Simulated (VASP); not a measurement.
**PbSe (rocksalt): a PBE0 single-point calculation in VASP**

INCAR, step 1 (PBE orbitals to start from)

```
ENCUT = 520
LASPH = .TRUE.
GGA = PE
PREC = Accurate
SIGMA = 0.01
LWAVE = .TRUE.
NELM = 120
LCHARG = .FALSE.
ISMEAR = 0
EDIFF = 1E-5
NBANDS = 17
LREAL = .FALSE.
```

INCAR, step 2

```
LHFCALC = .TRUE.
NELM = 120
LWAVE = .FALSE.
LCHARG = .FALSE.
NSW = 0
LREAL = .FALSE.
ISTART = 1
AEXX = 0.25
ENCUT = 520
HFRCUT = -1
SIGMA = 0.01
PRECFOCK = Fast
EDIFF = 1E-7
IBRION = -1
ISIF = 2
ISMEAR = 0
LASPH = .TRUE.
NBANDS = 17
PREC = Accurate
ALGO = Normal
GGA = PE
```

KPOINTS

```
KPOINTS created by Atomic Simulation Environment
0
Gamma
6 6 6
0 0 0
```

KPOINTS_OPT

```
special points
6
Reciprocal
0.0000000000 0.0000000000 0.0000000000 1
0.5000000000 0.0000000000 0.5000000000 1
0.5000000000 0.2500000000 0.7500000000 1
0.3750000000 0.3750000000 0.7500000000 1
0.5000000000 0.5000000000 0.5000000000 1
0.6250000000 0.2500000000 0.6250000000 1
```

POSCAR

```
Pb Se
 1.0000000000000000
     0.0000000000000000    3.0887022138622031    3.0887022138622031
     3.0887022138622031   -0.0000000000000000    3.0887022138622031
     3.0887022138622031    3.0887022138622031   -0.0000000000000000
 Pb  Se
   1   1
Cartesian
 -0.0000000000000000 -0.0000000000000000 -0.0000000000000000
  3.0887022138622031  3.0887022138622031  3.0887022138622031
```

VASP ran with the recommended PBE PAW datasets (20 valence electrons in the cell).

Command

```
mpirun -np 1 vasp_std
```

From OUTCAR

```
k-points           NKPTS =     16   k-points in BZ     NKDIM =    216   number of bands    NBANDS=     17

   NELECT =      20.0000    total number of electrons

   dimension x,y,z NGX =    32 NGY =   32 NGZ =   32
   dimension x,y,z NGXF=    64 NGYF=   64 NGZF=   64

  energy-cutoff  :      520.00
  volume of cell :       58.93
      direct lattice vectors                 reciprocal lattice vectors
     0.000000000  3.088702214  3.088702214    -0.161880287  0.161880287  0.161880287
     3.088702214  0.000000000  3.088702214     0.161880287 -0.161880287  0.161880287
     3.088702214  3.088702214  0.000000000     0.161880287  0.161880287 -0.161880287

 k-points in reciprocal lattice and weights: KPOINTS created by Atomic Simulation Env
   0.00000000  0.00000000  0.00000000       0.005
   0.16666667  0.00000000  0.00000000       0.037
   0.33333333  0.00000000  0.00000000       0.037
   0.50000000  0.00000000  0.00000000       0.019
   0.16666667  0.16666667  0.00000000       0.028
   0.33333333  0.16666667  0.00000000       0.111
   0.50000000  0.16666667  0.00000000       0.111
  -0.33333333  0.16666667  0.00000000       0.111
   ...

 E-fermi :   4.2289

 k-point     1 :       0.0000    0.0000    0.0000
  band No.  band energies     occupation
      1     -14.5598      2.00000
      2     -14.5598      2.00000
      3     -14.5549      2.00000
      4     -14.5549      2.00000
      5     -14.5549      2.00000
      6     -10.7644      2.00000
      7      -2.6518      2.00000
      8       2.0234      2.00000
      9       2.0234      2.00000
     10       2.0234      2.00000
     11      10.2429      0.00000
     12      10.2429      0.00000
     13      10.2429      0.00000
     14      12.0185      0.00000
     15      12.0185      0.00000
     16      12.0185      0.00000
     17      13.7240      0.00000

 k-point     2 :       0.1667    0.0000    0.0000
  band No.  band energies     occupation
      1     -14.5656      2.00000
      2     -14.5656      2.00000
      3     -14.5538      2.00000
      4     -14.5478      2.00000
      5     -14.5478      2.00000
      6     -10.5409      2.00000
      7      -3.3982      2.00000
      8       2.0972      2.00000
      9       2.0972      2.00000
     10       2.5592      2.00000
     11       8.5209      0.00000
     12       9.0978      0.00000
     13       9.0978      0.00000
     14      11.8030      0.00000
     15      12.6306      0.00000
     16      12.6306      0.00000
     17      15.4295      0.00000

 k-point     3 :       0.3333    0.0000    0.0000
  band No.  band energies     occupation
      1     -14.5782      2.00000
      2     -14.5782      2.00000
      3     -14.5529      2.00000
      4     -14.5335      2.00000
      5     -14.5335      2.00000
      6     -10.0044      2.00000
      7      -4.7390      2.00000
      8       2.3238      2.00000
      9       2.3238      2.00000
     10       3.5025      2.00000
     11       6.5301      0.00000
     12       7.5940      0.00000
     13       7.5940      0.00000
     14      12.5978      0.00000
     15      14.1661      0.00000
     16      14.1661      0.00000
     17      17.4306      0.00000

 k-point     4 :       0.5000    0.0000    0.0000
  band No.  band energies     occupation
      1     -14.5845      2.00000
      2     -14.5845      2.00000
      3     -14.5525      2.00000
      4     -14.5260      2.00000
      5     -14.5260      2.00000
      6      -9.6472      2.00000
      7      -5.4225      2.00000
      8       2.4619      2.00000
      9       2.4619      2.00000
     10       4.1438      2.00000
     11       5.4950      0.00000
     12       6.9750      0.00000
     13       6.9750      0.00000
     14      14.0961      0.00000
     15      15.8060      0.00000
     16      15.8943      0.00000
     17      15.8943      0.00000

 k-point     5 :       0.1667    0.1667    0.0000
  band No.  band energies     occupation
      1     -14.5793      2.00000
      2     -14.5588      2.00000
      3     -14.5555      2.00000
      4     -14.5452      2.00000
      5     -14.5452      2.00000
      6     -10.4683      2.00000
      7      -3.4210      2.00000
      8       1.6185      2.00000
      9       1.6185      2.00000
     10       3.1862      2.00000
     11       7.3160      0.00000
     12      10.0876      0.00000
     13      10.0876      0.00000
     14      10.6371      0.00000
     15      13.7194      0.00000
     16      13.7194      0.00000
     17      14.4459      0.00000

 k-point     6 :       0.3333    0.1667    0.0000
  band No.  band energies     occupation
      1     -14.5994      2.00000
      2     -14.5617      2.00000
      3     -14.5578      2.00000
      4     -14.5368      2.00000
      5     -14.5313      2.00000
      6     -10.0199      2.00000
      7      -4.2777      2.00000
      8       1.4752      2.00000
      9       1.5302      2.00000
     10       2.6893      2.00000
     11       7.2609      0.00000
     12       9.0698      0.00000
     13       9.3275      0.00000
     14      10.9994      0.00000
     15      14.5419      0.00000
     16      15.1042      0.00000
     17      16.4943      0.00000

 k-point     7 :       0.5000    0.1667    0.0000
  band No.  band energies     occupation
      1     -14.6061      2.00000
      2     -14.5734      2.00000
      3     -14.5505      2.00000
      4     -14.5329      2.00000
      5     -14.5242      2.00000
      6      -9.5596      2.00000
      7      -5.1134      2.00000
      8       1.1046      2.00000
      9       1.7975      2.00000
     10       2.6524      2.00000
     11       7.0967      0.00000
     12       8.0862      0.00000
     13       8.8154      0.00000
     14      12.4890      0.00000
     15      15.3273      0.00000
     16      16.1271      0.00000
     17      16.4427      0.00000

 k-point     8 :      -0.3333    0.1667    0.0000
  band No.  band energies     occupation
      1     -14.5934      2.00000
      2     -14.5787      2.00000
      3     -14.5479      2.00000
      4     -14.5327      2.00000
      5     -14.5317      2.00000
      6      -9.6855      2.00000
      7      -4.9766      2.00000
      8       0.7335      2.00000
      9       2.3601      2.00000
     10       3.4596      2.00000
     11       6.3669      0.00000
     12       7.3384      0.00000
     13       9.3947      0.00000
     14      13.1838      0.00000
     15      14.0684      0.00000
     16      15.3227      0.00000
     17      16.7577      0.00000

 k-point     9 :      -0.1667    0.1667    0.0000
  band No.  band energies     occupation
      1     -14.5743      2.00000
      2     -14.5734      2.00000
      3     -14.5527      2.00000
      4     -14.5439      2.00000
      5     -14.5372      2.00000
      6     -10.2089      2.00000
      7      -4.1126      2.00000
      8       1.1418      2.00000
      9       2.5403      2.00000
     10       3.5058      2.00000
     11       6.8120      0.00000
     12       7.6833      0.00000
     13       9.6634      0.00000
     14      12.4477      0.00000
     15      12.7643      0.00000
     16      14.4957      0.00000
     17      15.1775      0.00000

 k-point    10 :       0.3333    0.3333    0.0000
  band No.  band energies     occupation
      1     -14.6400      2.00000
      2     -14.5668      2.00000
      3     -14.5471      2.00000
      4     -14.5255      2.00000
      5     -14.5255      2.00000
      6      -9.7316      2.00000
      7      -4.0393      2.00000
      8       0.6875      2.00000
      9       0.8948      2.00000
     10       0.8948      2.00000
     11       9.3426      0.00000
     12       9.4542      0.00000
     13      10.6590      0.00000
     14      10.6590      0.00000
     15      15.7833      0.00000
     16      15.9227      0.00000
     17      16.9021      0.00000

 k-point    11 :       0.5000    0.3333    0.0000
  band No.  band energies     occupation
      1     -14.6544      2.00000
      2     -14.5633      2.00000
      3     -14.5523      2.00000
      4     -14.5228      2.00000
      5     -14.5192      2.00000
      6      -9.3741      2.00000
      7      -4.3548      2.00000
      8      -0.5756      2.00000
      9       0.9010      2.00000
     10       1.1519      2.00000
     11       9.1744      0.00000
     12      10.0938      0.00000
     13      10.4309      0.00000
     14      11.0496      0.00000
     15      16.5202      0.00000
     16      16.9292      0.00000
     17      17.6339      0.00000

 ...

  Total       -0.0768601     -0.0768601     -0.0768601      0.0000000     -0.0000000      0.0000000
  in kB       -2.0895530     -2.0895530     -2.0895530      0.0000000     -0.0000000      0.0000000
  external PRESSURE =      -2.0895530 kB  Pullay stress =       0.0000000 kB

 POSITION                                       TOTAL-FORCE (eV/Angst)
 -----------------------------------------------------------------------------------
      0.00000      0.00000      0.00000         0.000000      0.000000      0.000000
      3.08870      3.08870      3.08870        -0.000000     -0.000000     -0.000000
 -----------------------------------------------------------------------------------
    total drift:                                0.000000     -0.000000     -0.000000

  FREE ENERGIE OF THE ION-ELECTRON SYSTEM (eV)
  ---------------------------------------------------
  free  energy   TOTEN  =       -10.7253625753 eV

  energy  without entropy=      -10.7253625753  energy(sigma->0) =      -10.72536258
```

* gap between bands v and c: 1.35 eV
* least direct gap: 1.35 eV
* pressure: -0.2 GPa

Band v is the last that the valence electrons fill when counted band by band, and c is the next.

The run (its last step) took about 26 min on one core of a shared host (Intel Xeon 6975P-C) and held 0.25 GiB at most.
